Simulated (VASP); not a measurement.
A run of VASP 6.6.1 is set up as follows.

The input INCAR:

```
PREC = Accurate
ENCUT = 520
EDIFF = 1E-7
ISMEAR = 0
SIGMA = 0.1
LREAL = F
LASPH = T
NELM = 100
ALGO = Fast
ISIF = 2
LWAVE = F
LCHARG = T
GGA = PS
LELF = T
LVHAR = T
NBANDS = 16
```

File KPOINTS:

```
regular mesh
0
Gamma
  15 15 14
```

POSCAR

```
TiB2
1.0
    3.0501299612      0.0000000000      0.0000000000
   -1.5250649806      2.6414900312      0.0000000000
    0.0000000000      0.0000000000      3.3475602440
Ti B
1 2
Direct
    0.0000000000      0.0000000000      0.0000000000
    0.3333333333      0.6666666667      0.5000000000
    0.6666666667      0.3333333333      0.5000000000
```

Potentials or basis: VASP PAW PBE potentials, release 64 (Ti_sv, B).

The run is started by

```bash
$ cat potpaw_PBE.64/Ti_sv/POTCAR potpaw_PBE.64/B/POTCAR > POTCAR
$ mpirun -np 1 vasp_std > vasp.out
```

(1) What does it give for the pressure?

(2) What does it give for the band gap on the k mesh?

Answers

(1) -14.9 GPa.

(2) none (metal or under the smearing width).

Caveat: the PAW data sets were made with another functional, which shifts forces and pressure a little.
